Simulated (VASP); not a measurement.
A run of VASP 6.6.1:

INCAR

```
SYSTEM = Ca
ALGO     = Fast           ! electronic algorithm
EDIFF    = 1E-7           ! SCF threshold, eV
ENCUT    = 520            ! plane-wave cutoff, eV
GGA      = PE             ! functional
ISIF     = 2              ! what is computed and relaxed
ISMEAR   = -1             ! smearing method
LASPH    = .TRUE.         ! aspherical terms in the spheres
LCHARG   = .FALSE.        ! write CHGCAR
LREAL    = .FALSE.        ! projectors in reciprocal space
LWAVE    = .FALSE.        ! write WAVECAR
NBANDS   = 17             ! bands
NELM     = 100            ! most SCF steps
PREC     = Accurate       ! precision mode
SIGMA    = 0.05           ! smearing width, eV
```

Contents of KPOINTS:

```
k-points
0
G
  8 8 4
  0 0 0
```

File POSCAR:

```
Ca
1.0
    3.9800000000      0.0000000000      0.0000000000
   -1.9900000000      3.4467811071      0.0000000000
    0.0000000000      0.0000000000      6.5200000000
Ca
2
Direct
    0.6666666667      0.3333333333      0.7500000000
    0.3333333333      0.6666666667      0.2500000000
```

Potentials or basis: VASP PAW PBE potentials, release 64 (Ca_sv).

Launch:

```sh
$ cat potpaw_PBE.64/Ca_sv/POTCAR > POTCAR
$ mpirun -np 1 vasp_std > vasp.out
```

Hardware: 1 thread of Intel(R) Xeon(R) 6975P-C (Granite Rapids), with other jobs on the host.

Estimate the wall time of this run.

Wall time 31 s on 1 thread of Intel(R) Xeon(R) 6975P-C (Granite Rapids), on a shared host, peak memory 0.21 GiB. Counts: scf iterations 21, k points 30.
